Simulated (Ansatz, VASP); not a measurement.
TePb: VASP beside Ansatz

File INCAR:

```
SYSTEM = TePb
PREC = Accurate ; ENCUT = 520
EDIFF = 1E-7 ; ISMEAR = 0
SIGMA = 0.05 ; LREAL = .False.
LASPH = .True. ; NELM = 80
ALGO = Normal ; ISIF = 2
LWAVE = .False. ; LCHARG = .True.
GGA = PE ; LELF = .True.
LVHAR = .True. ; NBANDS = 17
```

KPOINTS

```
regular mesh
0
Gamma
  8 8 8
  0 0 0
```

POSCAR

```
TePb
1.0
    0.0000000000      3.2270000000      3.2270000000
    3.2270000000      0.0000000000      3.2270000000
    3.2270000000      3.2270000000      0.0000000000
Te Pb
1 1
Direct
    0.5000000000      0.5000000000      0.5000000000
    0.0290517509      0.0290517509     -0.0290517509
```

Input for Ansatz:

```yaml
crystal:
  lattice:
    - [0.0, 3.227, 3.227]
    - [3.227, 0.0, 3.227]
    - [3.227, 3.227, 0.0]
  atoms:
    - { symbol: Te, position: [0.5, 0.5, 0.5] }
    - { symbol: Pb, position: [0.0290517509, 0.0290517509, -0.0290517509] }
basis:
  ecutwfc: 420
kpoints:
  mp_grid: { grid: [8, 8, 8] }
hamiltonian:
  xc: pbe
scf:
  occupations: { method: gaussian, width: 0.05 }
output:
  forces: true
  stress: true
  eigenvalues: true
```

Change from the starting cell: all Pb atoms moved +0.188 Å, as atom 2 along Cartesian [0 0 1].

Alike in both runs: task single point; functional PBE; k mesh 8 × 8 × 8; occupations gaussian, width 0.05 eV; no spin polarisation.

|  | VASP | Ansatz |
| --- | --- | --- |
| version | VASP 6.6.1 | Ansatz 0.2.0 |
| potentials or method | VASP PAW PBE potentials, release 64 (Te, Pb_d) | scalar-relativistic, plane waves, PAW |
| plane-wave cutoff (eV) | 520 | 420 |
| valence electrons in the cell | 20 | 30 |

VASP gave:

```
gap on the k mesh at the Fermi level (eV)       : 0.91
least direct gap on the mesh (eV)               : 0.91
pressure (GPa)                                  : 2.7
largest component of the traceless stress (GPa) : 0.94
rms of the force components (eV/Å)              : 0.130
```

Question: What did Ansatz give for the same quantities?

Answer: gap on the k mesh at the Fermi level (eV): 0.90; least direct gap on the mesh (eV): 0.90; pressure (GPa): 2.7; largest component of the traceless stress (GPa): 0.93; rms of the force components (eV/Å): 0.129.

Atom by atom the forces differ by 0.002 eV/Å (rms over components). With one functional, cell and mesh, what is left measures potentials, basis and numerics. The two sets of potentials don't hold the same shells in valence.

Caveats: spin-orbit coupling is left out, which as a rule narrows the gap of such compounds by several tenths of an eV. A k mesh can miss the band edges.
